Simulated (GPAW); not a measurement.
# NaF (Villiaumite): G0W0 with GPAW, start to end, part 2 of 2

Wanted: ground state, empty states, screening and self-energy for NaF (Villiaumite).

GPAW 26.7.0; PBE and many-body steps on it, plane waves. Known limits of the many-body steps: not at the basis limit.

So far. Step 3 (Bands along the symmetry lines): The gap is 6.307 eV, as in the run before at this level. Step 4 (Empty states on the mesh, 6×6×6 mesh, 89 bands): On this mesh the gap is 6.307 eV.

**5. Screening and self-energy, 6×6×6 mesh, 79 bands, screening to 125 eV**

G0W0 replaces the xc potential by the self-energy, built once from these orbitals. Only a window of levels is corrected, while the sums run over the empty bands that the input names.

This step: G0W0 on PBE, plane waves, PAW.

Input file run.py:

```python
import json
import numpy as np
from gpaw.mpi import world
from gpaw.response.g0w0 import G0W0

gw = G0W0('full.gpw',
    filename='gw',
    kpts=[0],
    bands=(5, 9),
    ecut=125,
    nbands=79,
    integrate_gamma='WS',
    ppa=True)
gw.calculate()
res = {mode: {k: v for k, v in r.items() if k != 'sigma_eskwn'}
       for mode, r in gw.all_results.items()}

if world.rank == 0:
    with open('result.json', 'w') as f:
        json.dump(res, f, default=lambda x: x.tolist())
```

On the command line:

```console
$ mpirun -n 4 gpaw python run.py
```

Numbers of over 12 decimals in the logs are rounded to 6 here.

The log of the run:

```text
Using integrator: PointIntegrator
FrequencyGridDescriptor(from 0.000+0.000j to 0.000+27.211j eV, 2 points)
Nonperiodic BCs:  [False False False]
Using integrator: PointIntegrator
FrequencyGridDescriptor(from 0.000+0.000j to 0.000+27.211j eV, 2 points)
Nonperiodic BCs:  [False False False]
  ___  _ _ _
 |   || | | |
 | | || | | |
 |__ ||_____|
 |___|

BZ k-points: Symmetries present (total): 48

  [... matrices ...]
216 k-points: 6 x 6 x 6 Monkhorst-Pack grid + [1/12,1/12,1/12]
16 k-points in the irreducible part of the Brillouin zone
       k-points in crystal coordinates                weights
   0:     0.00000000    0.00000000    0.00000000          1/216
   1:     0.16666667    0.16666667    0.00000000          6/216
   2:     0.16666667    0.16666667    0.16666667          8/216
   3:     0.33333333    0.16666667    0.16666667         12/216
   4:     0.33333333    0.33333333   -0.33333333         12/216
   5:     0.33333333    0.33333333    0.00000000          6/216
   6:     0.33333333    0.33333333    0.16666667         24/216
   7:     0.33333333    0.33333333    0.33333333          8/216
   8:     0.50000000    0.33333333   -0.33333333         24/216
   9:     0.50000000    0.33333333   -0.16666667         12/216
          ...
  15:     0.50000000    0.50000000    0.50000000          4/216

Distributing spins, k-points and bands (1 x 1 x 4) over 4 processes
Number of blocks: 1

Quasi particle states:
k-points (IBZ indices): [0]
Band range: (5, 9)
  [... matrices ...]
Computational parameters:
Plane wave cut-off: 125 eV
Number of bands: 79
Coulomb cutoff: None
Broadening: 0.1 eV

fxc modes: GW
Kernel: RPA
Using Godby-Needs plasmon-pole approximation:
  Fitting energy: i*E0, E0 = 1.000 Hartree
Summing all q:

Calculating screened Coulomb potential
No Coulomb truncation
FrequencyGridDescriptor(from 0.000+0.000j to 0.000+27.211j eV, 2 points)
Removing empty qpoint cache files...

Calculating chi0 body with:
    Ground state adapter containing:
    Number of spins: 1
    Number of kpoints: 216
    Number of irreducible kpoints: 16
    Number of completely occupied states: 7
    Number of partially occupied states: 7
    Occupied states memory: 0.8544921875 M / cpu

    Linear response parametrization:
    q_c: [1.3877787807814457e-17, 1.3877787807814457e-17, 1.3877787807814457e-17]
    Number of frequency points: 2
    Planewave cutoff: 125.0
    Number of bands: 79
    Number of planewaves: 65
    Broadening (eta): 1e-06
    comm.size: 4
    kncomm.size: 4
    blockcomm.size: 1

    Memory estimate of potentially large arrays:
        chi0_wGG: 0.128937 M / cpu
Integrating chi0 body.

Symmetries of q_c:
    Direct symmetries (Uq -> q): 48
    Indirect symmetries (TUq -> q): 0
In total 48 allowed symmetries.

  [... matrices ...]
16 groups of equivalent kpoints. 92.592593% reduction.

Integral kind: response function
Integrating chi0 head and wings.

Symmetries of q_c:
    Direct symmetries (Uq -> q): 48
    Indirect symmetries (TUq -> q): 0
In total 48 allowed symmetries.

  [... matrices ...]
16 groups of equivalent kpoints. 92.592593% reduction.

Integral kind: response function wings

Calculating chi0 body with:
    Ground state adapter containing:
    Number of spins: 1
    Number of kpoints: 216
    Number of irreducible kpoints: 16
    Number of completely occupied states: 7
    Number of partially occupied states: 7
[... the further q-points ...]

Results:
f:      Occupation numbers
eps:     KS-eigenvalues [eV]
vxc:     KS vxc [eV]
exx:     Exact exchange [eV]
sigma:   Self-energies [eV]
dsigma:  Self-energy derivatives
Z:       Renormalization factors
qp:      QP-energies [eV]

k-point 0 (0): (0.000, 0.000, 0.000)                GW
band       f     eps     vxc     exx   sigma  dsigma       Z      qp
                                                                   GW
   5   1.000  -1.755 -23.616 -31.289   4.508  -0.222   0.818  -4.343
   6   1.000  -1.755 -23.616 -31.289   4.508  -0.222   0.818  -4.343
   7   0.000   4.552 -10.086  -5.862  -2.598  -0.105   0.905   6.022
   8   0.000  17.233  -7.089  -2.119  -3.078  -0.120   0.893  18.923
```

The job ended after 32 s (4 MPI ranks of Arm Neoverse V1, shared host; peak memory 0.92 GiB; 2.1 min of CPU time).

Numbers from this step:

```yaml
g0w0_gap_on_the_points_computed: 10.37 eV
least_direct_g0w0_gap_on_the_computed_points: 10.37 eV
z_at_the_valence_top: 0.8181
z_at_the_conduction_bottom: 0.9047
starting_gap_on_the_mesh: 6.307 eV
k_of_the_valence_top: 0, 0, 0
k_of_the_conduction_bottom: 0, 0, 0
```

The gap on the mesh goes from 6.31 eV to 10.37 eV, a correction of +4.06 eV.

Limits: finite bands, cutoff and mesh. v1 is the top filled band, c1 the lowest empty one. Levels before and after the correction, in eV, zero at the valence-band top of each column:

```csv
,conduction bottom,valence top
Kohn-Sham,6.31,0.00
G0W0,10.37,0.00
```

```csv
,level,energy (eV)
Kohn-Sham,Γ v2-v1,0.000
Kohn-Sham,Γ c1,6.307
Kohn-Sham,Γ c2,18.988
G0W0,Γ v2-v1,0.000
G0W0,Γ c1,10.366
G0W0,Γ c2,23.266
```

**6. Where the time went**

Times are wall times on 4 MPI ranks of Arm Neoverse V1, shared host, good to a factor of about two.

```csv
step,time,share,memory (GiB)
ground state,4.8 s,10 %,0.6
bands along the symmetry lines,4.7 s,10 %,0.63
empty states on the mesh,6.3 s,13 %,0.93
screening and self-energy,32 s,67 %,0.92
```

**7. Results**

| Property | Result |
| --- | --- |
| PBE gap | 6.31 eV, direct |
| G0W0 gap on the mesh | 10.37 eV |
| GW settings | 6×6×6 mesh, 79 bands, screening to 125 eV, Godby-Needs plasmon pole |
| known limits | not at the basis limit |

What this shows: G0W0 moves the gap on the mesh from 6.31 eV to 10.37 eV (+4.06 eV), with Z of 0.82 and 0.90 at the edges. Only 1 of the mesh's irreducible points was corrected, so a valley elsewhere could overtake. The dearest step here is «screening and self-energy». Bands and cutoff are finite, so the gap is not at the basis limit. The miss can reach some tenths of an eV and take either sign; the mesh is an error of its own. These stock PAW sets were not made for GW. In the G0W0 run levels were corrected at 1 k point alone, so a gap called «on the mesh» is the least over those, and an edge elsewhere would be missed.

[Paths, hosts, dates, memory and timing lines, banners, echoed tables and standing remarks are left out of the program output.]

[Logs are printed without paths, hosts, clocks, repeated set-up lines and the standing remarks that a program may print on its own settings, such as how far it seeks lower states.]

[Runs of the session that timed out or met a known fault of the program may be left out.]

[Hosts, paths, dates, database ids (printed as entryN), source tags and the programs' standing remarks are cut or masked in the printed files.]
